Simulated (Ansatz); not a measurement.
An Ansatz run on GaAs (zincblende) left the output below. The cell was relaxed with r2SCAN and then strained (epitaxial -4.07 % in the xy plane, free normal strain +3.40 %), with the atoms relaxed again with r2SCAN; k points keep the names of the unstrained zone.

The cell:
```
CELL_PARAMETERS angstrom
0.00000 2.71778 2.92955
2.71778 0.00000 2.92955
2.71778 2.71778 0.00000
ATOMIC_POSITIONS crystal
Ga 0.00000 0.00000 0.00000
As 0.25000 0.25000 0.25000
```

Output, abridged:
```
scf.n_extra_bands = 4 over 14 filled bands (N_el = 28.0): the run solves 18 bands
Crystal: 2 atoms, lattice volume = 43.277 Å³
Basis set: ecut = 500 eV, 1095 PW (Γ)
Symmetry: 8 space group operations
Space group: I-4m2 (ITA 119)
k-points: 59 of 512 (time reversal used)
SCF 1 converged in 7 iterations: F = -8655.689671 eV  dr2 = 3.28e-8
Free energy (F): -8655.689671 eV
Fermi energy:    8.712972 eV
--- Per-component energies (eV) ---
  E_band       = -316.601782
  E_kinetic    = 219.861687
  E_local      = -3851.730147
  E_nonlocal   = -243.007137
  E_hartree    = 1950.333651
  E_xc         = -137.319603
  E_vxc        = -144.898360
  E_paw        = -3851.700961
  E_vpaw       = -205.034852
  E_vtau       = 7.539933
  E_ewald      = -2740.016634
  E_core_change = -2.110478
--- Forces (eV/Å), atoms counted from 1 ---
  atom   1  Ga      0.00000      0.00000      0.00000
  atom   2  As      0.00000      0.00000      0.00000
--- Stress (GPa, compression-positive) ---
        5.911894       0.000000       0.000000
        0.000000       5.911894       0.000000
        0.000000       0.000000       0.006952
  P = ⅓ Tr σ = 3.9436 GPa (39.436 kbar)
--- Band table (eV; the first three rows and the last of 59) ---
  k-point 0: bands = […, -6.6782, -6.6695, -4.9823, 8.1890, 8.7130, 8.7130, 9.8558, 12.5631, 12.5631, 12.7871]
  k-point 1: bands = […, -6.6790, -6.6686, -4.7767, 6.6136, 8.0943, 8.4894, 10.7355, 12.8646, 12.9568, 13.4212]
  k-point 2: bands = […, -6.6801, -6.6656, -4.2046, 4.2570, 7.5315, 8.0744, 10.4665, 13.4523, 13.6329, 15.2663]
  k-point 58: bands = […, -6.6913, -6.6675, -2.3804, 1.0252, 5.9873, 5.9873, 10.6082, 11.0016, 19.7496, 19.7496]
```

The file bands.tsv (bands near the Fermi energy, numbered from 0, rounded):
```tsv
# k_distance	band_9	band_10	band_11	band_12	band_13	band_14	band_15	band_16	band_17
# fermi_ev = 8.712972
# [0, 0, 0] at k_distance = 0.000000
# [-0.5, -0.5, 0] at k_distance = 1.072380
# [-0.375, -0.375, 0.25] at k_distance = 1.481067
# [-0.375, 0, 0.375] at k_distance = 2.180666
# [0, 0, 0.5] at k_distance = 2.880264
# [-0.5, -0.25, 0.25] at k_distance = 3.668648
# levels_relative_to = fermi_ev
0.000	-15.383	-13.695	-0.524	0.000	0.000	1.143	3.850	3.850	4.074
1.072	-15.381	-11.093	-7.688	-2.726	-2.726	1.895	2.289	11.037	11.037
1.481	-15.388	-11.027	-7.370	-4.357	-2.255	2.558	5.600	8.569	8.708
2.181	-15.371	-10.853	-7.040	-4.351	-2.818	1.873	4.654	8.083	8.405
2.880	-15.371	-11.700	-7.223	-1.767	-1.066	1.216	4.713	5.128	8.251
3.669	-15.379	-10.850	-7.217	-3.982	-3.795	5.084	5.258	6.403	6.811
```
In order the rows are Γ, X, U, K, L, W.

**Question.** Write the input file that gave this output.

**Answer.**
```yaml
crystal:
  # lattice and atoms as above
kpoints:
  mp_grid: { grid: [8, 8, 8] }
  band_path:
    path:
      - [0.0, 0.0, 0.0]
      - [-0.5, -0.5, 0.0]
      - [-0.375, -0.375, 0.25]
      - [-0.375, 0.0, 0.375]
      - [0.0, 0.0, 0.5]
      - [-0.5, -0.25, 0.25]
    npoints: 1
hamiltonian:
  xc: r2scan
scf:
  occupations: { method: fixed }
  n_extra_bands: 4
output:
  forces: true
  stress: true
  eigenvalues: true
```
The term E_vtau belongs to a meta-GGA, which reads the kinetic-energy density. A single point prints forces and stress when the output block asks for them. Close relatives of this functional can't be ruled out from these lines alone. Keys that aren't typed take their defaults; thresholds and the kind of smearing can't be read off these lines.

The values are computed, spin-unpolarised, and not measurements.

Spin-orbit coupling is left out.
